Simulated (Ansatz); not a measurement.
Crystal: ZrC.

```
Zr C
1.0
     0.00000    2.36500    2.36500
     2.36500    0.00000    2.36500
     2.36500    2.36500    0.00000
Zr C
1 1
Direct
  0.50000 0.50000 0.50000
  0.00000 0.00000 0.00000
```

* Program: Ansatz 0.2.0
* Task: relaxation of cell and atoms
* Functional: RPBE
* Dispersion: D3(BJ)
* Potentials or basis: Ansatz PAW
* Cutoff: 420 eV (not typed: the program's choice for these potentials)
* k mesh: 10 × 10 × 10
* Occupations: fermi-dirac, width 0.05 eV
* Spin: no spin polarisation

At the start: volume 13.23 Å³/atom.

Q: Where does the relaxation end?

A: It ends after 7 steps and the volume is 11.45 Å³/atom (-13.5 %); space group Fm-3m (No. 225, to 0.05 Å).

Step by step:
```tsv
step	energy change (eV)	largest force (eV/Å)	volume (Å³)
1	0.0000	0.0000	26.46
2	-0.4173	0.0000	22.77
3	-0.4178	0.0000	22.94
4	-0.4179	0.0000	22.91
5	-0.4157	0.0000	22.91
6	-0.4157	0.0000	22.90
7	-0.4157	0.0000	22.90
```

Final structure:
```xyz
2
Lattice="0.0000 2.2538 2.2538 2.2538 0.0000 2.2538 2.2538 2.2538 0.0000" Properties=species:S:1:pos:R:3 pbc="T T T"
Zr    2.2538    2.2538    2.2538
C     0.0000    0.0000    0.0000
```

Caveat: the plane-wave basis is chosen anew once the cell has moved, so the energies of steps on either side of that aren't comparable; the volume moved by -13 % from the deposited cell, more than functionals usually miss; pairwise dispersion overbinds metals, which lowers pressure and volume; the PAW data sets come from PBE, with cores solved anew for the run's functional, which leaves a small shift of forces and pressure.
